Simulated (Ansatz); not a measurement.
# Si63Se (Se donor in Si, 64 sites): the cost of one run

Computed with Ansatz 0.2.0 (DFT PBE, scalar-relativistic, plane waves, PAW, and further levels as typed in the inputs, unless a step's input says otherwise).

## 1. The system as given

The structure is cubic, space group P-43m (No. 215). Conventional cell: a = 10.862 Å, b = 10.862 Å, c = 10.862 Å, α = 90.00°, β = 90.00°, γ = 90.00°. Around Se (site symmetry -43m) lie 4 Si at 2.35 Å. Si (site symmetry m) has 4 Si at 2.35 Å as nearest neighbours. Si (site symmetry 3m) is surrounded by 1 Se at 2.35 Å and 3 Si at 2.35 Å. Si (site symmetry -42m) has 4 Si at 2.35 Å as nearest neighbours. Si (site symmetry 3m) has 4 Si at 2.35 Å as nearest neighbours. Only part of the 10 independent sites is listed.

The input asks for a charge of +1 e on the cell.

Coordinates:

```xyz
64
Lattice="10.8620 0.0000 0.0000 0.0000 10.8620 0.0000 0.0000 0.0000 10.8620" Properties=species:S:1:pos:R:3 pbc="T T T"
Se    0.0000    0.0000    0.0000
Si    0.0000    2.7155    2.7155
Si    2.7155    0.0000    2.7155
Si    2.7155    2.7155    0.0000
Si    1.3578    1.3578    1.3578
Si    1.3578    4.0732    4.0732
Si    4.0732    1.3578    4.0732
Si    4.0732    4.0732    1.3578
Si    0.0000    0.0000    5.4310
Si    0.0000    2.7155    8.1465
Si    2.7155    0.0000    8.1465
Si    2.7155    2.7155    5.4310
Si    1.3578    1.3578    6.7888
Si    1.3578    4.0732    9.5043
Si    4.0732    1.3578    9.5043
Si    4.0732    4.0732    6.7888
Si    0.0000    5.4310    0.0000
Si    0.0000    8.1465    2.7155
Si    2.7155    5.4310    2.7155
Si    2.7155    8.1465    0.0000
Si    1.3578    6.7888    1.3578
Si    1.3578    9.5043    4.0732
Si    4.0732    6.7888    4.0732
Si    4.0732    9.5043    1.3578
Si    0.0000    5.4310    5.4310
Si    0.0000    8.1465    8.1465
Si    2.7155    5.4310    8.1465
Si    2.7155    8.1465    5.4310
Si    1.3578    6.7888    6.7888
Si    1.3578    9.5043    9.5043
Si    4.0732    6.7888    9.5043
Si    4.0732    9.5043    6.7888
Si    5.4310    0.0000    0.0000
Si    5.4310    2.7155    2.7155
Si    8.1465    0.0000    2.7155
Si    8.1465    2.7155    0.0000
Si    6.7888    1.3578    1.3578
Si    6.7888    4.0732    4.0732
Si    9.5043    1.3578    4.0732
Si    9.5043    4.0732    1.3578
Si    5.4310    0.0000    5.4310
Si    5.4310    2.7155    8.1465
Si    8.1465    0.0000    8.1465
Si    8.1465    2.7155    5.4310
Si    6.7888    1.3578    6.7888
Si    6.7888    4.0732    9.5043
Si    9.5043    1.3578    9.5043
Si    9.5043    4.0732    6.7888
Si    5.4310    5.4310    0.0000
Si    5.4310    8.1465    2.7155
Si    8.1465    5.4310    2.7155
Si    8.1465    8.1465    0.0000
Si    6.7888    6.7888    1.3578
Si    6.7888    9.5043    4.0732
Si    9.5043    6.7888    4.0732
Si    9.5043    9.5043    1.3578
Si    5.4310    5.4310    5.4310
Si    5.4310    8.1465    8.1465
Si    8.1465    5.4310    8.1465
Si    8.1465    8.1465    5.4310
Si    6.7888    6.7888    6.7888
Si    6.7888    9.5043    9.5043
Si    9.5043    6.7888    9.5043
Si    9.5043    9.5043    6.7888
```

## 2. Relaxing the atoms: Si63Se defect cell, total moment held at 1 μB, charge +1

File input.yaml:

```yaml
crystal:
  lattice:
    - [10.862, 0.0, 0.0]
    - [0.0, 10.862, 0.0]
    - [0.0, 0.0, 10.862]
  atoms:
    - { symbol: Se, position: [0.0, 0.0, 0.0], spin: 1.0 }
    - { symbol: Si, position: [0.0, 0.25, 0.25] }
    - { symbol: Si, position: [0.25, 0.0, 0.25] }
    - { symbol: Si, position: [0.25, 0.25, 0.0] }
    - { symbol: Si, position: [0.125, 0.125, 0.125] }
    - { symbol: Si, position: [0.125, 0.375, 0.375] }
    - { symbol: Si, position: [0.375, 0.125, 0.375] }
    - { symbol: Si, position: [0.375, 0.375, 0.125] }
    - { symbol: Si, position: [0.0, 0.0, 0.5] }
    - { symbol: Si, position: [0.0, 0.25, 0.75] }
    - { symbol: Si, position: [0.25, 0.0, 0.75] }
    - { symbol: Si, position: [0.25, 0.25, 0.5] }
    - { symbol: Si, position: [0.125, 0.125, 0.625] }
    - { symbol: Si, position: [0.125, 0.375, 0.875] }
    - { symbol: Si, position: [0.375, 0.125, 0.875] }
    - { symbol: Si, position: [0.375, 0.375, 0.625] }
    - { symbol: Si, position: [0.0, 0.5, 0.0] }
    - { symbol: Si, position: [0.0, 0.75, 0.25] }
    - { symbol: Si, position: [0.25, 0.5, 0.25] }
    - { symbol: Si, position: [0.25, 0.75, 0.0] }
    - { symbol: Si, position: [0.125, 0.625, 0.125] }
    - { symbol: Si, position: [0.125, 0.875, 0.375] }
    - { symbol: Si, position: [0.375, 0.625, 0.375] }
    - { symbol: Si, position: [0.375, 0.875, 0.125] }
    - { symbol: Si, position: [0.0, 0.5, 0.5] }
    - { symbol: Si, position: [0.0, 0.75, 0.75] }
    - { symbol: Si, position: [0.25, 0.5, 0.75] }
    - { symbol: Si, position: [0.25, 0.75, 0.5] }
    - { symbol: Si, position: [0.125, 0.625, 0.625] }
    - { symbol: Si, position: [0.125, 0.875, 0.875] }
    - { symbol: Si, position: [0.375, 0.625, 0.875] }
    - { symbol: Si, position: [0.375, 0.875, 0.625] }
    - { symbol: Si, position: [0.5, 0.0, 0.0] }
    - { symbol: Si, position: [0.5, 0.25, 0.25] }
    - { symbol: Si, position: [0.75, 0.0, 0.25] }
    - { symbol: Si, position: [0.75, 0.25, 0.0] }
    - { symbol: Si, position: [0.625, 0.125, 0.125] }
    - { symbol: Si, position: [0.625, 0.375, 0.375] }
    - { symbol: Si, position: [0.875, 0.125, 0.375] }
    - { symbol: Si, position: [0.875, 0.375, 0.125] }
    - { symbol: Si, position: [0.5, 0.0, 0.5] }
    - { symbol: Si, position: [0.5, 0.25, 0.75] }
    - { symbol: Si, position: [0.75, 0.0, 0.75] }
    - { symbol: Si, position: [0.75, 0.25, 0.5] }
    - { symbol: Si, position: [0.625, 0.125, 0.625] }
    - { symbol: Si, position: [0.625, 0.375, 0.875] }
    - { symbol: Si, position: [0.875, 0.125, 0.875] }
    - { symbol: Si, position: [0.875, 0.375, 0.625] }
    - { symbol: Si, position: [0.5, 0.5, 0.0] }
    - { symbol: Si, position: [0.5, 0.75, 0.25] }
    - { symbol: Si, position: [0.75, 0.5, 0.25] }
    - { symbol: Si, position: [0.75, 0.75, 0.0] }
    - { symbol: Si, position: [0.625, 0.625, 0.125] }
    - { symbol: Si, position: [0.625, 0.875, 0.375] }
    - { symbol: Si, position: [0.875, 0.625, 0.375] }
    - { symbol: Si, position: [0.875, 0.875, 0.125] }
    - { symbol: Si, position: [0.5, 0.5, 0.5] }
    - { symbol: Si, position: [0.5, 0.75, 0.75] }
    - { symbol: Si, position: [0.75, 0.5, 0.75] }
    - { symbol: Si, position: [0.75, 0.75, 0.5] }
    - { symbol: Si, position: [0.625, 0.625, 0.625] }
    - { symbol: Si, position: [0.625, 0.875, 0.875] }
    - { symbol: Si, position: [0.875, 0.625, 0.875] }
    - { symbol: Si, position: [0.875, 0.875, 0.625] }
magnetization:
  spin_polarized: true
  initial_magnetization: 1
  spin_locking: { lock_magnetization: hard }
total_charge: 1
scf:
  occupations: { method: fixed }
output:
  forces: true
  stress: false
  eigenvalues: true
  efg: {}
  charged_corrections: { epsilon: 11.7 }
kpoints:
  mp_grid: { grid: [2, 2, 2], shift: [0.5, 0.5, 0.5] }
hamiltonian:
  xc: pbe
relax:
  f_tol: 0.01
  max_steps: 60
```

Launch:

```
ansatz run input.yaml --threads 8 --pin off --max-ram 24576MiB --backend cpu --events-out ev --progress --plain --runs-dir out
```

Q: Estimate wall time and peak memory on 8 threads of Intel Xeon at 2.70GHz, shared host.

About 58 s, with a peak of 2.9 GiB.
